Two of the eight calculations on TiAl break an otherwise close agreement, and they break it in different ways. SIESTA makes the crystal about 4% stiffer than the middle of the series. GPAW gives the largest equilibrium volume, and its ordinary-looking bulk modulus hides an energy curve that is slightly too steep. Both breaks come from energy errors of a few meV per atom that change as the crystal is compressed, so they belong to the numerical description and not to the alloy.

PBE calculations of TiAl (P4/mmm, 2 atoms per cell) without spin polarisation or spin-orbit coupling, with a 9×9×7 k mesh and Fermi-Dirac smearing of 0.05 eV. Volume, bulk modulus and its pressure slope come from Birch-Murnaghan fits to seven volumes at fixed cell shape. Basis values in eV are plane-wave cutoffs, Kmax is in 1/bohr, and the median is the upper of the two middle volumes.

```tsv
program	potentials	basis	equilibrium volume (Å³/atom)	bulk modulus (GPa)	bulk modulus slope	equilibrium volume less the median of the rows (Å³/atom)
JDFTx	PseudoDojo SR PBE 0.5 standard	1143 eV	16.230	113.90	3.930	-0.016
FLEUR	all electron	3.8 Kmax	16.242	113.60	3.790	-0.004
Ansatz	Ansatz PAW	420 eV	16.244	113.60	3.940	-0.002
Quantum ESPRESSO	SSSP 1.3 efficiency PBE	748 eV	16.244	114.00	3.940	-0.002
exciting	all electron LAPW+lo, shipped species files	9 RKmax	16.246	113.10	3.630	0.000
ABINIT	JTH PAW PBE v2.0	408 eV	16.263	113.80	3.940	0.017
SIESTA	PseudoDojo 0.4 standard, converted to PSML	DZP	16.287	118.20	4.170	0.041
GPAW	GPAW PAW data sets (gpaw data 1.2.1)	600 eV	16.297	113.90	3.910	0.051
```

The agreement itself is the pattern to explain first. FLEUR, Ansatz, Quantum ESPRESSO and exciting place the minimum within about 0.005 Å³/atom of one another, and their order inside that interval has no meaning. Over all eight rows the volume varies by 0.067 Å³/atom, or 0.4%. The moduli of the seven rows other than SIESTA lie within 0.9 GPa.

Such closeness is natural, because every program solves the same physical problem. The crystal consists of alternating layers of titanium and aluminium, bound by electrons shared between Ti d states and the broader s and p states of both metals. This bonding draws the atoms together, while the kinetic energy of the squeezed electrons and the repulsion between filled shells push them apart. The PBE functional fixes where the two tendencies balance, and a program can only represent that balance more or less well.

One clear difference between the programs is how they treat the inner electrons. FLEUR and exciting calculate all of them, whereas the other six replace the deepest shells by a potential or a data set prepared from a free atom. Yet Ansatz and Quantum ESPRESSO fall between the two all-electron volumes. The deep shells hardly notice a neighbour moving slightly closer, so their energy is almost the same at every volume and drops out of the comparison.

The total energies show how much can drop out. FLEUR counts every electron and arrives at roughly −15 000 eV per atom; GPAW counts from reference atoms and prints about −5.6 eV. This enormous difference is nearly the same at all volumes and moves neither the minimum nor the stiffness. What matters is the few meV by which it changes when the crystal is compressed or stretched.

The energy can be pictured as a shallow bowl plotted against volume. Raising the whole bowl leaves its lowest point where it was. Tilting it, by an error that falls steadily as the volume grows, moves the lowest point towards larger volume. Bending its walls upwards makes the crystal stiffer, even if the lowest point stays in place.

The two distortions can be read from the energies needed to go from the middle of the sampled range to its ends, 6% smaller and 6% larger in volume. A pure tilt raises one of these costs and lowers the other by the same amount; a bend changes their sum. In GPAW, compression costs 2.5 meV per atom more than the median of the eight rows, and expansion costs 1.9 meV less. These departures nearly cancel in the sum, so the GPAW curve is mainly tilted.

In SIESTA the two departures are far from equal. Compression costs 2.9 meV per atom more than the median, but expansion costs only 0.9 meV less. Most of the disagreement therefore sits on the compressed side, where it both tilts the curve and steepens it. That is why SIESTA stands out in volume and in modulus together.

A simple estimate separates the two effects in the tabulated quantities. The bulk modulus B measures how much pressure a small relative change of volume requires, here with the shape of the cell held fixed. It equals the volume V times the curvature of the energy, and adding a straight line to the energy leaves that curvature unchanged at each volume. A tilt therefore only moves the point at which the same stiffness curve is read.

That curve falls as the crystal expands, because atoms farther apart resist further displacement less. The bulk modulus slope B′ says how fast B rises with pressure. For a small shift ΔV of the minimum, a tilt alone should thus give

B(tilted) ≈ B × (1 − B′ × ΔV/V).

For GPAW, the last column of the table gives a shift of 0.051 Å³/atom, a relative change of 0.00314. That column counts from the upper of the two middle volumes and not from their mean, which hardly alters the estimate. With the medians of the other two columns, the expected modulus is 113.85 × (1 − 3.935 × 0.00314) ≈ 112.4 GPa. The medians include the GPAW row, but a single outlying value hardly moves them. No constant was adjusted to improve the result.

GPAW actually gives 113.9 GPa, about 1.5 GPa above this estimate. Its modulus looks normal because two departures offset each other: the larger volume should soften the crystal, while a slightly steeper energy curve stiffens it. A comparison of the modulus column alone would miss this. The energies tell the same story, since the sum of the GPAW costs of compression and expansion is 1.4% above the median.

The same estimate fails much more clearly for SIESTA. A tilt alone would lower its modulus to 112.7 GPa, but the row has 118.2 GPa. The true size of the break is therefore about 5.5 GPa, more than the modulus column suggests at first sight. The summed energy costs are 4.8% above the median, which matches the excess stiffness; because the modulus was obtained from the same energies, this is a consistent reading and not a second measurement.

The most likely cause in SIESTA is its basis. DZP stands for a small set of functions centred on the atoms: two radial shapes for each valence orbital, and additional polarisation functions that let the charge shift to one side. When the atoms are pressed together, the electrons have to rearrange in a narrower space. A small set with fixed shapes can follow this only in part, and any rearrangement it cannot describe leaves the energy too high.

The direction of the error does not follow from this argument alone. Compression also brings the functions of neighbouring atoms closer, so that each atom can borrow some of its neighbours' functions, which lowers the energy. The computed costs show a net excess on compression, as expected if the lack of freedom outweighs the borrowing. A SIESTA series with a larger basis and the same potential would test this directly.

JDFTx offers a useful though imperfect comparison. It uses a potential from the same PseudoDojo family with a plane-wave basis, and it has the smallest volume of the series and an ordinary modulus of 113.9 GPa. This points towards the basis as the source of SIESTA's stiffness. The two potentials are different versions, however, and one was converted to another format, so the potential may still contribute.

For GPAW the two main candidates are the atomic data set and the plane-wave cutoff. A useful clue comes from the pressure that the program prints at 16.34 Å³/atom. It is −0.80 GPa, whereas the slope of the energy curve corresponds to −0.29 GPa. A negative value means that the crystal would contract if released, and the two numbers disagree about how strongly.

The disagreement arises because plane waves belong to the cell and not to the atoms. Each energy on the curve was calculated with all waves below the chosen cutoff, so a larger cell received more of them. The printed pressure instead describes a small stretch with the set of waves held fixed. The stretched waves resolve the electrons slightly less well, the energy rises a little, and the crystal appears to pull inwards more strongly than it really does.

This effect, known as Pulay stress, shows that the GPAW energy still depends on the number of waves at 600 eV. It does not by itself explain the large volume, because an unfinished basis shifts the energy minimum only if its error differs from one volume to another. The mismatch between printed pressure and energy slope stays similar from the smallest volume to the largest. This suggests that the cutoff error changes little with volume, which makes the data set the likelier cause. Repeating the curve at a higher cutoff with the same data set would test this, and the minimum should then stay almost in place.

The mismatch has a practical consequence for this row. Following the printed pressure to zero, with the modulus as the conversion factor, leads to about 16.22 Å³/atom, while the energy minimum lies at 16.30 Å³/atom. The gap between these two answers from one program is as large as the spread among all eight. This is a feature of the GPAW run at its present settings and not a general rule: the pressures printed by Ansatz and Quantum ESPRESSO agree with the slopes of their energy curves near the minimum.

The bulk modulus slope needs more caution than the other two results. It describes how the stiffness itself changes, so it depends on very fine details of the energy curve. The exciting and Ansatz costs of compression and expansion agree within about 0.1 meV per atom, yet their slopes are 3.63 and 3.94. The exciting energies also scatter more about their fitted curve, and its low slope is best read as poorly resolved.

The order of sensitivity follows from the shape of the bowl. The volume responds to a tilt, the modulus to a bend, and the slope to a still subtler change that small scatter can imitate. To judge a similar metal, it helps to ask first how an error changes on compression, not how large it is. A large but constant error is harmless here, whereas a few meV that appear only in the compressed crystal are enough to make it look too stiff.
